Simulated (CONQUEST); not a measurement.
# KBr under changes of volume

One of the cells (35.937 Å³/atom); the others are scaled copies at fixed shape and fractional positions:

```xyz
4
Lattice="4.6669 0.0000 0.0000 0.0000 4.6669 0.0000 0.0000 0.0000 6.6000" Properties=species:S:1:pos:R:3 pbc="T T T"
Br    0.0000    0.0000    3.3000
Br    2.3335    2.3335    0.0000
K     0.0000    0.0000    0.0000
K     2.3335    2.3335    3.3000
```

```yaml
Program: CONQUEST 1.3
Functional: PBE
Potentials_or_basis: PseudoDojo NC PBE, SZP, grid of 48 × 48 × 64 points
k_mesh: 6 × 6 × 4
Occupations: fermi-dirac, width 0.05 eV
Spin: no spin polarisation
```

```tsv
volume (Å³/atom)	energy over the lowest point (meV/atom)	pressure (GPa)	gap on the mesh (eV)
33.781	19.84	1.9	4.92
34.500	12.48	1.4	4.84
35.218	?	?	?
35.937	3.55	0.6	4.69
36.656	1.18	0.4	4.62
37.374	0.00	0.1	4.55
38.093	0.71	-0.4	4.48
```

Problem. What does the run at 35.218 Å³/atom give?

Solution. Energy over the lowest point 7.02 meV/atom; pressure 1.0 GPa; gap on the mesh 4.76 eV.

Worked out: A Birch-Murnaghan fit of order 3 (a polynomial in V^(-2/3)) to the other rows has its minimum at 37.51 Å³/atom with B0 = V·E''(V) = 14.8 GPa and B' = 2.9. It gives 7.21 meV/atom at 35.218 Å³/atom, against the run's 7.02, and -dE/dV = 1.0 GPa, against 1.0. A straight line through the other rows of the gap, of slope -3.65 eV per unit of ln V, gives 4.77 eV, against the run's 4.76.

Energies are extrapolated to zero smearing.

Caveats: the atomic basis is small; the basis of atomic orbitals isn't converged, which shifts pressures, moduli and gaps; the real-space grid breaks the cell's symmetry a little (some runs).

A mesh can miss the band edges. Spin-orbit coupling on Br is left out.
